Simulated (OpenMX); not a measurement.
Runs of OpenMX 3.8.5 on Nb. It takes space group Pm-3m (No. 221, cubic). Conventional cell: a = 2.645 Å, b = 2.645 Å, c = 2.645 Å, α = 90.00°, β = 90.00°, γ = 90.00°. Nb (site symmetry m-3m) has 6 Nb at 2.65 Å as nearest neighbours. The cell was built by a generator and needn't be a form met in nature.

```tsv
cell	gap on the mesh (eV)	pressure (GPa)
Pm-3m, 18.51 Å³/atom	none	16.9
Pm-3m, 20.12 Å³/atom	none	(a)
Pm-3m, 21.72 Å³/atom	none	-7.5
Pm-3m, 19.31 Å³/atom	none	8.8
Pm-3m, 20.92 Å³/atom	none	(b)
```

Alike in all rows: task single point; level PBE; potentials or basis OpenMX 2013 PBE set, Nb7.0-s3p2d2, grid cutoff 400 Ry; no spin polarisation; k mesh 7 × 7 × 7; smearing fermi-dirac 0.05 eV.

Problem. Fill in the values left out.

Solution. (a) 2.3; (b) -3.1.

Caveats: the basis of atomic orbitals isn't converged, which shifts pressures, moduli and gaps.

A k mesh can miss the band edges, and the runs leave out spin-orbit coupling on Nb.

A gap of «none» marks a metal or a gap under the smearing width.
